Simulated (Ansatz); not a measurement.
# Ligand exchange: Sn(CH3)3Br + C4H10O → Sn(CH3)3(OH) + C4H9Br

Gas-phase species: Sn(CH3)3Br (trimethyltin bromide), singlet; C4H10O (1-butanol) `CCCCO`, singlet; Sn(CH3)3(OH), singlet; C4H9Br (1-bromobutane) `CCCCBr`, singlet. The partners trade Br for OH: Sn–Br and C–OH bonds give way to Sn–OH and C–Br.

Shapes, held fixed at every level: PBE0-D4/def2-TZVP. Flexible molecules stand in one conformer, not always the lowest. Programs: Ansatz 0.2.0. The zero-point and thermal change to 298 K, harmonic and unscaled (PBE0-D4/def2-TZVP), is -5.8 kJ/mol.

| level | kind | ΔH(298 K) (kJ/mol) |
| --- | --- | --- |
| HF/def2-SVP | Hartree–Fock | +95.9 |
| B3LYP-D4/def2-TZVPP | global hybrid | +55.9 |
| BHLYP-D4/def2-TZVPP | global hybrid | +65.9 |
| PBE0-D4/def2-TZVPP | global hybrid | +61.5 |
| wB97M-V/def2-TZVPP | range-separated hybrid | +56.8 |
| wB97X-V/def2-TZVPP | range-separated hybrid | +57.3 |
| MP2/def2-SVP | perturbation theory | +69.0 |
| MP2/def2-TZVPP | perturbation theory | +46.5 |

MP2/def2-TZVPP gives ΔH(298 K) = +46.5 kJ/mol; the levels span +46.5 to +95.9. The median of the levels is +59.4. No measured value is set beside it here. For atoms past krypton def2 sets carry core potentials with scalar relativity. Relativity is left out for Br. Outer-core shells of Br, Sn are correlated, in sets that cover them unevenly. MP2/def2-TZVPP lies outside the range of the other correlated levels here, so it shouldn't be taken on trust.

The exchange is endothermic at every level, so in the gas phase the bromine stays on tin and the hydroxyl group on carbon. Tin's affinity for oxygen does not reverse this, because what counts is the difference between two preferences. Carbon also binds oxygen more strongly than bromine, and by a wider margin: its compact valence orbitals overlap well with oxygen 2p but less well with the diffuse 4p of bromine. Tin's larger 5s and 5p orbitals probably discriminate less by overlap, and the polarity of the Sn–O bond recovers only part of the cost of giving up C–O.

The sign is secure across these methods, but the size is less so. In the same small basis, the enthalpy falls from +95.9 kJ/mol with Hartree–Fock to +69.0 with MP2, so electron correlation favours the products there. The gas-phase enthalpy does not settle the balance in condensed phases, where trimethyltin hydroxide can associate through Sn–O–Sn bridges and butanol through hydrogen bonds.
